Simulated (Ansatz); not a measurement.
Crystal: Ge.

```
Ge
1.0
     5.93000    0.00000    0.00000
     0.00000    5.93000    0.00000
     0.00000    0.00000    6.98000
Ge
12
Direct
  0.37500 0.16670 0.75000
  0.33330 0.87500 0.50000
  0.62500 0.83330 0.25000
  0.66670 0.12500 0.00000
  0.87500 0.33330 0.50000
  0.83330 0.62500 0.75000
  0.12500 0.66670 0.00000
  0.16670 0.37500 0.25000
  0.57500 0.42500 0.25000
  0.92500 0.92500 0.50000
  0.42500 0.57500 0.75000
  0.07500 0.07500 0.00000
```

This isn't the form of Ge at room conditions, which is diamond.

Base run:

```yaml
Program: Ansatz 0.2.0
Functional: LDA
Potentials_or_basis: Ansatz PAW
Cutoff: 420 eV
Density_cutoff: 1680 eV
k_mesh: 5 × 5 × 4
Occupations: fermi-dirac, width 0.05 eV
Spin: no spin polarisation
```

Its results: band gap on the k mesh 0.61 eV, direct; pressure -1.4 GPa; largest force 0.820 eV/Å.

Question: The run is repeated on the same cell with these changes: functional from LDA to r2SCAN; cutoff from 420 eV to 500 eV; density cutoff from 1680 eV to 2000 eV. What comes out?

Answer: Band gap on the k mesh 0.99 eV, indirect (least direct gap 1.00 eV); pressure 1.3 GPa; largest force 0.907 eV/Å.

r2SCAN gives the wider gap, since meta-GGAs in the generalised Kohn-Sham scheme recover part of the derivative discontinuity.

Caveats: the k mesh misses the band edges, so the gap on the mesh is wider than the one along the path; the PAW data sets come from PBE, with cores solved anew for the run's functional, which leaves a small shift of forces and pressure.

Not every run made on this cell is shown here.
